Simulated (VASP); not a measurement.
Cu3Au (Auricupride): relaxation of cell and atoms with PBEsol

Cu3Au (Auricupride):

```
Cu Au
1.0
     3.74000    0.00000    0.00000
     0.00000    3.74000    0.00000
     0.00000    0.00000    3.74000
Cu Au
3 1
Direct
  0.00000 0.50000 0.50000
  0.50000 0.00000 0.50000
  0.50000 0.50000 0.00000
  0.00000 0.00000 0.00000
```

```
Program                : VASP 6.6.1
Task                   : relaxation of cell and atoms
Functional             : PBEsol
Potentials or basis    : VASP PAW PBE potentials, release 64 (Cu, Au)
Cutoff                 : 600 eV
k mesh                 : 12 × 12 × 12
Occupations            : gaussian, width 0.1 eV
Spin                   : no spin polarisation
Dipole correction      : no
Further INCAR settings : ALGO = Fast; EDIFF = 1e-07; IBRION = 2; EDIFFG = -0.005; NSW = 100; ISIF = 3
```

```json
{"Relaxed volume": "12.82 Å³/atom", "Relaxed cell": "a = 3.715 Å, b = 3.715 Å, c = 3.715 Å, α = 90.00°, β = 90.00°, γ = 90.00°", "Space group after relaxing (to 0.05 Å)": "Pm-3m (No. 221)", "Energy gained by relaxing": "2.5 meV/atom", "Ionic steps": "5", "Pressure after relaxing": "0.0 GPa", "Band gap on the k mesh": "none (metal or under the smearing width)"}
```

The path:
| step | energy change (eV) | largest force (eV/Å) | pressure (GPa) | volume (Å³) |
| --- | --- | --- | --- | --- |
| 1 | 0.0000 | 0.0000 | -3.08 | 52.31 |
| 2 | -0.0018 | 0.0000 | 3.01 | 50.44 |
| 3 | -0.0099 | 0.0000 | -0.16 | 51.31 |
| 4 | -0.0099 | 0.0000 | 0.35 | 51.27 |
| 5 | -0.0099 | 0.0000 | -0.02 | 51.29 |

Final structure:
```
Cu Au
1.0
     3.71550    0.00000    0.00000
     0.00000    3.71550    0.00000
     0.00000    0.00000    3.71550
Cu Au
3 1
Direct
  0.00000 0.50000 0.50000
  0.50000 0.00000 0.50000
  0.50000 0.50000 0.00000
  0.00000 0.00000 0.00000
```

Levels at points of the mesh, in eV from the Fermi level:
```tsv
k point	band 18	band 19	band 20	band 21	band 22	band 23	band 24	band 25	band 26
(0.00, 0.00, 0.00)	-1.59	-1.43	-1.43	-1.43	1.15	1.15	1.15	6.09	7.71
(0.50, 0.00, 0.00)	-2.33	-2.06	-2.00	-1.59	-1.43	5.80	5.80	6.61	6.61
(0.50, 0.50, 0.00)	-2.39	-2.33	-2.23	-0.56	-0.56	-0.44	0.34	8.62	9.56
(0.50, 0.50, 0.50)	-1.65	-1.65	-1.65	-1.24	-1.22	-1.22	-1.22	2.51	4.24
```

Wall time 14 min on 1 thread of Intel(R) Xeon(R) Platinum 8375C CPU @ 2.90GHz (Ice Lake) (shared host), peak memory 0.27 GiB.

Caveat: the PAW data sets were made with another functional, which shifts forces and pressure a little. The run has no spin-orbit coupling, so splittings on Au are missing.
